**Q:** These five metals all have the hexagonal close-packed structure, and I have the electric field gradient at their nuclei. I hoped to read from it how far each cell is flattened or stretched. Does that work?

Ansatz 0.2.0, frozen-core PAW, PBE, scalar-relativistic; default datasets, 420 eV, smearing 0.03 to 0.08 eV, k points times cell length 33 to 42 angstrom; parallel spin start on magnetic elements; fixed cells. Rows: the elements, space group P6_3/mmc (194), 2 atoms in the cell. Vzz: largest principal field gradient. Loewdin populations on the free atom's shells.

```tsv
element	Z	group	period	cell	volume (Å³/atom)	c/a	shortest distance from M (Å)	Vzz at M (1e21 V/m^2)	outer d electrons on M (e)	largest site moment (muB)
Ti	22	4	4	measured cell (COD)	17.66	1.588	2.90	1.83	3.00	none
Co	27	9	4	relaxed with PAW	10.87	1.616	2.48	-0.27	7.84	1.70
Ni	28	10	4	relaxed with PAW	10.93	1.644	2.48	-0.34	8.83	0.69
Ru	44	8	5	measured cell (COD)	13.57	1.582	2.65	-0.90	7.17	none
Ir	77	9	6	relaxed with PAW	14.56	1.620	2.73	1.26	7.84	none
```

**A:** Begin with what the quantity senses. An atomic nucleus that isn't spherical has slightly different energies for different orientations if the charge around it isn't evenly spread. The field gradient measures that unevenness, and a quadrupole splitting in nuclear resonance is its usual trace. In this structure a threefold axis runs through every atom, so V_zz, the largest principal value, belongs to the direction of the hexagonal axis c. Positive charge on that axis makes it positive, and so do electrons gathered in the plane across it.

Now compare titanium with ruthenium. Their ratios c/a, the height of the cell over its edge, differ by only 0.006, yet V_zz is +1.83 in titanium and −0.90 in ruthenium, in units of 10²¹ V/m². The shape of the cell therefore doesn't fix even the sign.

**Q:** But surely the shape must matter. If I treat the neighbours as positive ions, a flatter cell brings some of them closer along c.

**A:** That picture is sound as electrostatics, and it is worth following to see where it stops. Each atom has twelve near neighbours, six in its own plane and six in the planes above and below. At a distance r and an angle θ from c, a neighbour of charge q contributes in proportion to

q (3cos²θ − 1)/r³.

The six in the plane count negative and the other six positive. When c/a is √(8/3), about 1.633, all twelve are equally far away and the two groups cancel. Flatten the cell, and the outer six come closer while tilting towards the plane. The gain from closeness wins, so a flat cell should have a positive gradient and a tall one a negative gradient.

**Q:** Titanium is flat and positive. How large is the effect there?

**A:** For charges of +1 on all sites in a uniform negative background, the whole lattice sum is roughly

S = 0.0065 − 4.4 (c/a − 1.633), V_zz = (e/4πε₀) S/a³.

The two coefficients are rough recalled values. For titanium, c/a − 1.633 is −0.045, so S is about 0.20. The volume per atom gives a³ = 4 × 17.66/(√3 × 1.588), or 25.7 Å³. With e/4πε₀ = 14.4 V Å, the gradient is 14.4 × 0.20/25.7, about 0.11 V/Å². That is 0.011 in the unit of the table, where the calculation finds 1.83.

**Q:** So the lattice is short by a factor of about 160. Could the ions carry more charge, or could the inner shells amplify the field?

**A:** Both happen. A titanium ion stripped of its valence electrons has charge +4, and inner shells bent by an outside gradient can amplify it at the nucleus by something like ten. This is called antishielding. Together they might lift the lattice value to about half a unit, which is still well below the computed gradient.

The signs are the more serious trouble. Cobalt and ruthenium are both flatter than ideal, so their lattice values are positive, while their computed gradients are negative. Amplification by a positive factor can't turn one into the other.

I also let the numbers choose one common multiplier for the lattice values, by least squares on all five metals, titanium included. The typical miss is then 1.07 units. Setting every gradient to zero would give 1.09, so the scaled lattice explains almost none of the differences.

**Q:** Then where does the gradient come from?

**A:** From electrons very close to the nucleus in question. Look again at the factor 1/r³. A neighbouring ion sits two or three ångström away, whereas the inner parts of an atom's own valence orbitals lie many times closer. A slight difference between charge along c and charge in the plane, held that near, can outweigh the whole surrounding lattice.

The d shell shows how this works. Its z² orbital points along c, and an electron there pushes V_zz to the negative side. The xy and x²−y² orbitals lie in the plane and push it to the positive side. The xz and yz orbitals lie between, with a weaker negative push. If all five hold the same charge with the same radial shape, the shell is round and the pushes cancel.

**Q:** How uneven would the shell have to be in titanium?

**A:** Let Δn be the surplus of in-plane d charge, with xz and yz counted at half weight against it:

Δn = n(xy) + n(x²−y²) − n(z²) − ½[n(xz) + n(yz)].

Then V_zz ≈ (e/4πε₀)(4/7)⟨1/r³⟩Δn, where ⟨1/r³⟩ is the average over the d orbital. With a rough atomic value for that average, one full electron of surplus in titanium would give about ten units. A surplus of one or two tenths of an electron would therefore be enough, out of 3.00 outer d electrons. In iridium a few hundredths would do, and in cobalt or nickel about a hundredth, there with the surplus along c.

These are measures of sensitivity, not populations found in the calculation. They suppose that the d shell does all the work. Valence p electrons also reach close to the nucleus, and a small unevenness among them counts heavily, so how the two share the gradient remains untested.

**Q:** That explains why the gradient can be large. But iridium has almost the ideal ratio, 1.620. Why are its electrons uneven at all?

**A:** Because equal distances to twelve neighbours don't make a site cubic. In the hexagonal structure the triangle of atoms above a site is the mirror image of the triangle below. In the face-centred cubic structure one triangle is turned against the other, which creates further threefold axes and makes the gradient vanish by symmetry. The hexagonal site keeps a single special axis at every c/a.

The valence electrons respond to that difference. They spread over many atoms, and their energies depend on how the orbitals overlap along each direction. Orbitals along c and orbitals in the plane therefore form bands of different shape, and at a given number of electrons they are filled to different extents. An ideal c/a cancels the sum over the nearest ions, but it doesn't make those fillings equal.

Iridium itself prefers the cubic structure, as nickel does, so these two rows describe hexagonal forms that are not the usual metals. The iridium value also leaves out spin–orbit coupling, which is strong in so heavy an atom and could shift it. The same omission applies to ruthenium, with a weaker coupling.

**Q:** If filling decides, the number of d electrons should order the metals. Yet cobalt and iridium both have 7.84.

**A:** The total doesn't tell you which orbitals hold the electrons. As a band fills, one range of energy may add mostly in-plane charge and the next mostly charge along c. A completely filled d shell is nearly round again, so an imbalance built up early has to be undone later. The gradient can thus rise, fall and change sign while the total only grows.

Cobalt has a second complication, its magnetism. Electrons of the two spins fill separate sets of bands. If the site moment of 1.70 is assigned to the d shell, the majority spin holds (7.84 + 1.70)/2, about 4.8 electrons, and the minority spin (7.84 − 1.70)/2, about 3.1. Iridium has 3.9 in each.

**Q:** So equal totals hide different fillings.

**A:** Yes. Cobalt's majority shell is almost full, which limits how uneven it can be, though the two tenths of an electron it lacks could still matter where a hundredth counts. The minority shell is emptier than either spin shell of iridium, so the two metals stop at different places in their bands. This may help to give them opposite signs, but it is a guess. A calculation of cobalt with its magnetism switched off, in the same cell, would be the direct test.

**Q:** Does the same rule work for nickel?

**A:** No, and nickel shows how far the rule can be trusted. Its minority shell holds about 4.1 electrons, close to iridium's 3.9, but its gradient is negative and iridium's is positive. Filling per spin tells cobalt and iridium apart, which the total doesn't, but it isn't a universal scale. The bands of a 3d metal and a 5d metal differ in width and in their mixing with s and p states, so the same filling need not leave the same orbitals occupied.

**Q:** Nickel comes out slightly more negative than cobalt. Is there a reason for that order?

**A:** I wouldn't look for one. The two differ by 0.07, roughly a quarter of cobalt's value, and gradients in metals can move by 10 % or more with the mesh of k points on which the bands are sampled. What the pair does show is that both gradients are small and negative.

The contrast between titanium and ruthenium is much wider, at 2.73. Their cells are measured ones, and at this level of theory titanium is somewhat stretched and ruthenium somewhat compressed, so the exact gap would change if both were relaxed. I would still take the opposite signs as the feature to explain, and the different filling of their bands is the natural place to look.

**Q:** Suppose I measure a quadrupole splitting in a metal part or a catalyst. What may I conclude from it?

**A:** A splitting tells you that the nucleus sits at a site of less than cubic symmetry. In a metal that can be either cubic or hexagonal, this helps to tell the two forms apart, although defects and strain can also split the signal. It would be unsafe to convert the splitting into a c/a ratio with the point-ion formula, which gives the wrong sign for two of these five metals.

For a neighbouring hexagonal metal, ask first how its bands are filled, spin by spin if it is magnetic. Then ask whether the occupied orbitals lean towards the axis or the plane. Within one shell, p or d, an in-plane surplus of electrons pushes the gradient up, and a surplus along c pushes it down. The two shells can disagree, and an electron in one doesn't weigh the same as an electron in the other. Since a small fraction of an electron decides the matter, the electron count can't give you the sign. For that you need a calculation of the gradient itself, or an experiment that is sensitive to the sign as well as the size.
